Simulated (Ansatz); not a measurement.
Crystal: In.

```
In
1.0
    -1.88253    1.88253    1.88253
     1.88253   -1.88253    1.88253
     1.88253    1.88253   -1.88253
In
1
Cartesian
  0.0000 0.0000 0.0000
```

This isn't the form of In at room conditions, which is tetragonal.

```yaml
Program: Ansatz 0.2.0
Task: relaxation of cell and atoms
Functional: LDA
Potentials_or_basis: Ansatz PAW
Cutoff: "420 eV (not typed: the program's choice for these potentials)"
k_mesh: 10 × 10 × 10
Occupations: fermi-dirac, width 0.05 eV
Spin: no spin polarisation
```

At the start: volume 26.69 Å³/atom.

Task: How do energy, volume and symmetry change on relaxing?

Result: It ends after 5 steps and the volume is 24.81 Å³/atom (-7.0 %); space group Im-3m (No. 229, to 0.05 Å).

The path:
```tsv
step	energy change (eV)	largest force (eV/Å)	volume (Å³)
1	0.0000	0.0000	26.69
2	-0.0177	0.0000	25.08
3	-0.0182	0.0000	24.76
4	-0.0182	0.0000	24.81
5	-0.0179	0.0000	24.81
```

Final structure:
```yaml
crystal:
  lattice:
    - [-1.83731, 1.83731, 1.83731]
    - [1.83731, -1.83731, 1.83731]
    - [1.83731, 1.83731, -1.83731]
  atoms:
    - { symbol: In, position: [0.00000, 0.00000, 0.00000] }
```

Caveat: the plane-wave basis is chosen anew once the cell has moved, so the energies of steps on either side of that aren't comparable; the PAW data sets come from PBE, with cores solved anew for the run's functional, which leaves a small shift of forces and pressure.
